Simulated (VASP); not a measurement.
# AlN (P6_3/mmc) in VASP: Born charges and dielectric tensor with LDA

Aim: the Born charges and dielectric tensor of AlN with LDA.

Program: VASP 6.6.1. These are calculated values, not measurements. Logs are shortened: lines on timing, memory, paths and dates and some standing lists are left out, and cuts for length are marked.

**1. Starting point**

Symmetry: P6_3/mmc, No. 194, hexagonal system. The conventional cell has a = 3.279 Å, b = 3.279 Å, c = 4.102 Å, α = 90.00°, β = 90.00°, γ = 120.00°. Al (site symmetry -6m2) is surrounded by 5 N at 1.89 to 2.05 Å. N (site symmetry -6m2) has 5 Al at 1.89 to 2.05 Å as nearest neighbours.

Measurements of this composition are mostly on another form, of space group No. 186.

**2. Born charges and dielectric tensor, LDA**

INCAR reads:

```
PREC     = Accurate       # precision mode
ENCUT    = 600            # plane-wave cutoff, eV
EDIFF    = 1E-8           # SCF threshold, eV
ISMEAR   = 0              # smearing method
SIGMA    = 0.02           # smearing width, eV
LREAL    = False          # projectors in reciprocal space
LASPH    = True           # aspherical terms in the spheres
NELM     = 80             # most SCF steps
ALGO     = Normal         # electronic algorithm
ISIF     = 2              # what is computed and relaxed
LWAVE    = False          # write WAVECAR
LCHARG   = False          # write CHGCAR
LEPSILON = True           # dielectric tensor by DFPT
IBRION   = 8              # ionic algorithm
NSW      = 1              # ionic steps
```

KPOINTS reads:

```
Automatic mesh
0
Gamma
  9 9 6
```

POSCAR reads:

```
AlN
1.0
    3.2790000000      0.0000000000      0.0000000000
   -1.6395000000      2.8397000000      0.0000000000
    0.0000000000      0.0000000000      4.1017000000
Al N
2 2
Direct
    0.3333300000      0.6666700000      0.7500000000
    0.6666700000      0.3333300000      0.2500000000
    0.3333300000      0.6666700000      0.2500000000
    0.6666700000      0.3333300000      0.7500000000
```

Potentials or basis: VASP PAW LDA potentials, release 64 (Al, N).

The run is started by

```sh
$ cat potpaw_LDA.64/Al/POTCAR potpaw_LDA.64/N/POTCAR > POTCAR
$ mpirun -np 1 vasp_std > vasp.out
```

OUTCAR:

```text
PREC = Accurate
   ENCUT = 600
   EDIFF = 1E-8
   ISMEAR = 0
   LREAL = False
   LASPH = True
   NELM = 80
   ISIF = 2
   LEPSILON = True
   IBRION = 8
   NSW = 1

 ion  position               nearest neighbor table
   1  0.333  0.667  0.750-   4 1.89   4 1.89   4 1.89   3 2.05   3 2.05   2 2.79   2 2.79   2 2.79
                             2 2.79   2 2.79   2 2.79
   2  0.667  0.333  0.250-   3 1.89   3 1.89   3 1.89   4 2.05   4 2.05   1 2.79   1 2.79   1 2.79
                             1 2.79   1 2.79   1 2.79
   3  0.333  0.667  0.250-   2 1.89   2 1.89   2 1.89   1 2.05   1 2.05
   4  0.667  0.333  0.750-   1 1.89   1 1.89   1 1.89   2 2.05   2 2.05

  LATTYP: Found a hexagonal cell.
 ALAT       =     3.2790000000
 C/A-ratio  =     1.2508996645

  Lattice vectors:

 A1 = (   3.2790000000,   0.0000000000,   0.0000000000)
 A2 = (  -1.6395000000,   2.8397000000,   0.0000000000)
 A3 = (   0.0000000000,   0.0000000000,   4.1017000000)

Analysis of symmetry for initial positions (statically):
=====================================================================
 Subroutine PRICEL returns:
 Original cell was already a primitive cell.

 Routine SETGRP: Setting up the symmetry group for a
 hexagonal supercell.

 Subroutine GETGRP returns: Found  8 space group operations
 (whereof  4 operations were pure point group operations)
 out of a pool of 24 trial point group operations.

The static configuration has the point symmetry C_2h.
 The point group associated with its full space group is D_2h.

Analysis of symmetry for dynamics (positions and initial velocities):
=====================================================================
 Subroutine PRICEL returns:
 Original cell was already a primitive cell.

 Routine SETGRP: Setting up the symmetry group for a
 hexagonal supercell.

 Subroutine GETGRP returns: Found  8 space group operations
 (whereof  4 operations were pure point group operations)
 out of a pool of 24 trial point group operations.

The dynamic configuration has the point symmetry C_2h.
 The point group associated with its full space group is D_2h.

 Subroutine INISYM returns: Found  8 space group operations
 (whereof  4 operations are pure point group operations),
 and found     1 'primitive' translations

----------------------------------------------------------------------------------------

                                     Primitive cell

  volume of cell :      38.1925

  direct lattice vectors                    reciprocal lattice vectors
     3.279000000  0.000000000  0.000000000     0.304971028  0.176074937  0.000000000
    -1.639500000  2.839700000  0.000000000     0.000000000  0.352149875  0.000000000
     0.000000000  0.000000000  4.101700000     0.000000000  0.000000000  0.243801351

  length of vectors
     3.279000000  3.279002339  4.101700000     0.352150126  0.352149875  0.243801351

  position of ions in fractional coordinates (direct lattice)
     0.333330000  0.666670000  0.750000000
     0.666670000  0.333330000  0.250000000
     0.333330000  0.666670000  0.250000000
     0.666670000  0.333330000  0.750000000

  ion indices of the primitive-cell ions
   primitive index   ion index
[... 559 lines left out ...]
--------------------------------------- Ionic step       10  -------------------------------------------

------------------------ aborting loop because EDIFF is reached ----------------------------------------

[... ionic steps 11 to 11 ...]

--------------------------------------- Ionic step       12  -------------------------------------------

 Free energy of the ion-electron system (eV)
  ---------------------------------------------------
  ---------------------------------------------------
  free energy    TOTEN  =        -0.24684158 eV

  energy without entropy =       -0.24684158

------------------------ aborting loop because EDIFF is reached ----------------------------------------

 INTERNAL STRAIN TENSOR  FOR ION    3  DIRECTION 3   (eV/Angst):
 -----------------------------------------------------------------------------
    -0.00157 -0.00490  0.00063
    -0.00490 -0.00722 -0.00036
     0.00064 -0.00037  0.01644

 MACROSCOPIC STATIC DIELECTRIC TENSOR (including local field effects in DFT)
 ------------------------------------------------------
           4.437435    -0.000025    -0.000000
          -0.000025     4.437414     0.000000
           0.000000     0.000000     4.836608
 ------------------------------------------------------

 PIEZOELECTRIC TENSOR (including local field effects)  for field in x, y, z        (e  Angst)
          XX          YY          ZZ          XY          YZ          ZX
  --------------------------------------------------------------------------------
  x     0.00000     0.00000     0.00000     0.00000     0.00000     0.00000
  y     0.00000     0.00000     0.00000     0.00000     0.00000     0.00000
  z     0.00000     0.00000     0.00000     0.00000     0.00000     0.00000

 PIEZOELECTRIC TENSOR (including local field effects)  for field in x, y, z        (C/m^2)
          XX          YY          ZZ          XY          YZ          ZX
  --------------------------------------------------------------------------------
  x     0.00000     0.00000     0.00000     0.00000     0.00000     0.00000
  y     0.00000     0.00000     0.00000     0.00000     0.00000     0.00000
  z     0.00000     0.00000     0.00000     0.00000     0.00000     0.00000

 BORN EFFECTIVE CHARGES (including local field effects) (in |e|, cummulative output)
 ---------------------------------------------------------------------------------
 ion    1
    1     2.51493     0.00000     0.00000
    2     0.00000     2.51494     0.00000
    3     0.00000     0.00000     3.09623
 ion    2
    1     2.51493     0.00000     0.00000
    2     0.00000     2.51494     0.00000
    3     0.00000     0.00000     3.09623
 ion    3
    1    -2.51493    -0.00000     0.00000
    2    -0.00000    -2.51494     0.00000
    3     0.00000     0.00000    -3.09623
 ion    4
    1    -2.51493    -0.00000     0.00000
    2    -0.00000    -2.51494     0.00000
    3     0.00000     0.00000    -3.09623

 INTERNAL STRAIN TENSOR FOR ION    4 for displacements in x,y,z  (eV/Angst):
          X           Y           Z          XY          YZ          ZX
  --------------------------------------------------------------------------------
  x    -0.00035     0.00514    -0.00134    14.40748     0.00000     0.00000
  y    14.56001   -14.56280     0.00077    -0.27481     0.00000     0.00000
  z     0.00000     0.00000     0.00000     0.00000     0.00037    -0.00063

 SECOND DERIVATIVES (NOT SYMMETRIZED)
 ------------------------------------
               1X          1Y          1Z          2X          2Y          2Z          3X          3Y          3Z          4X          4Y          4Z
  1X   -17.778134   -0.001895    0.000000    1.691388    0.000572    0.000000    2.427742   -0.000572    0.000000   13.659004    0.001895    0.000000
  1Y    -0.001895  -17.780356    0.000000    0.000572    1.692052    0.000000   -0.000572    2.427086    0.000000    0.001895   13.661218    0.000000
  1Z     0.000000    0.000000  -10.269865    0.000000    0.000000    7.333192   -0.000000   -0.000000    0.930326    0.000000   -0.000000    2.006348
  2X     1.691388    0.000572    0.000000  -17.778134   -0.001895    0.000000   13.659004    0.001895    0.000000    2.427742   -0.000572    0.000000
  2Y     0.000572    1.692052    0.000000   -0.001895  -17.780356    0.000000    0.001895   13.661218    0.000000   -0.000572    2.427086    0.000000
  2Z     0.000000    0.000000    7.333192    0.000000    0.000000  -10.269865    0.000000   -0.000000    2.006348   -0.000000   -0.000000    0.930326
  3X     2.428253   -0.000004    0.000000   13.660014    0.002911    0.000000  -18.729233   -0.006116    0.000000    2.640966    0.003208    0.000000
  3Y    -0.000004    2.428253    0.000000    0.002911   13.663402    0.000000   -0.006116  -18.736330    0.000000    0.003208    2.644675    0.000000
  3Z     0.000000    0.000000    0.903621    0.000000    0.000000    2.037332    0.000000    0.000000  -13.729926    0.000000    0.000000   10.788973
  4X    13.660014    0.002911    0.000000    2.428253   -0.000004    0.000000    2.640966    0.003208    0.000000  -18.729233   -0.006116    0.000000
  4Y     0.002911   13.663402    0.000000   -0.000004    2.428253    0.000000    0.003208    2.644675    0.000000   -0.006116  -18.736330    0.000000
  4Z     0.000000    0.000000    2.037332    0.000000    0.000000    0.903621    0.000000    0.000000   10.788973    0.000000    0.000000  -13.729926

 Eigenvectors and eigenvalues of the dynamical matrix
 ----------------------------------------------------

   1 f  =   21.144064 THz   132.852075 2PiTHz  705.290072 cm-1    87.444785 meV
             X         Y         Z           dx          dy          dz
     -0.000016  1.893143  3.076275     0.163324    0.283534   -0.000000
      1.639516  0.946557  1.025425    -0.163324   -0.283534    0.000000
     -0.000016  1.893143  1.025425     0.312883    0.543174   -0.000000
      1.639516  0.946557  3.076275    -0.312883   -0.543174    0.000000
[... 71 lines left out ...]
  12 f/i=    0.003048 THz     0.019151 2PiTHz    0.101671 cm-1     0.012606 meV
             X         Y         Z           dx          dy          dz
     -0.000016  1.893143  3.076275    -0.000000   -0.000000   -0.573886
      1.639516  0.946557  1.025425    -0.000000   -0.000000   -0.573886
     -0.000016  1.893143  1.025425    -0.000000   -0.000000   -0.413104
      1.639516  0.946557  3.076275    -0.000000   -0.000000   -0.413104

--------------------------------------------------------------------------------------------------------

 MACROSCOPIC STATIC DIELECTRIC TENSOR IONIC CONTRIBUTION
 ------------------------------------------------------
           3.725480    -0.000484     0.000000
          -0.000484     3.724929     0.000000
           0.000000     0.000000    30.910899
 ------------------------------------------------------

 ELASTIC MODULI CONTR FROM IONIC RELAXATION (kBar)
 Direction    XX          YY          ZZ          XY          YZ          ZX
 --------------------------------------------------------------------------------
 XX        -922.4393    922.6159     -0.0423     24.7431      0.0000     -0.0000
 YY         922.6159   -922.7926      0.0424    -25.0460     -0.0000      0.0000
 ZZ          -0.0423      0.0424     -0.0000      0.0733      0.0000     -0.0000
 XY          24.7431    -25.0460      0.0733   -896.9143     -0.0000      0.0000
 YZ           0.0000     -0.0000      0.0000     -0.0000     -0.0000      0.0000
 ZX          -0.0000      0.0000     -0.0000      0.0000      0.0000     -0.0000
 --------------------------------------------------------------------------------

 PIEZOELECTRIC TENSOR IONIC CONTR  for field in x, y, z        (C/m^2)
          XX          YY          ZZ          XY          YZ          ZX
  --------------------------------------------------------------------------------
  x    -0.00000     0.00000    -0.00000     0.00000    -0.00000     0.00000
  y     0.00000    -0.00000     0.00000     0.00000     0.00000    -0.00000
  z     0.00000    -0.00000     0.00000    -0.00000     0.00000    -0.00000
```

It took 12 min on 1 thread of Intel Xeon Platinum 8488C (Sapphire Rapids), shared host; peak memory 0.48 GiB.

Results:

- Band gap on the k mesh: 3.61 eV, direct
- Electronic dielectric tensor (diagonal): 4.44, 4.44, 4.84
- Born charges (mean of the diagonal): Al +2.71; N -2.71 e
- Highest phonon frequency at Γ, LO-TO splitting left out: 705 cm⁻¹

Phonon frequencies in cm⁻¹ (negative: imaginary):
| q point | frequencies |
| --- | --- |
| (0.000, 0.000, 0.000) | 0 0 0 294 338 338 420 689 689 691 705 705 |

Electronic dielectric tensor:
```
4.44 0.00 0.00
0.00 4.44 0.00
0.00 0.00 4.84
```

Born effective charge tensors (e):
atom 1, Al
```
2.51 0.00 0.00
0.00 2.51 0.00
0.00 0.00 3.10
```
atom 2, Al
```
2.51 0.00 0.00
0.00 2.51 0.00
0.00 0.00 3.10
```
atom 3, N
```
-2.51  0.00  0.00
 0.00 -2.51  0.00
 0.00  0.00 -3.10
```
atom 4, N
```
-2.51  0.00  0.00
 0.00 -2.51  0.00
 0.00  0.00 -3.10
```

Caveat: an odd mesh through Γ misses points on the zone boundary, where band edges often lie.
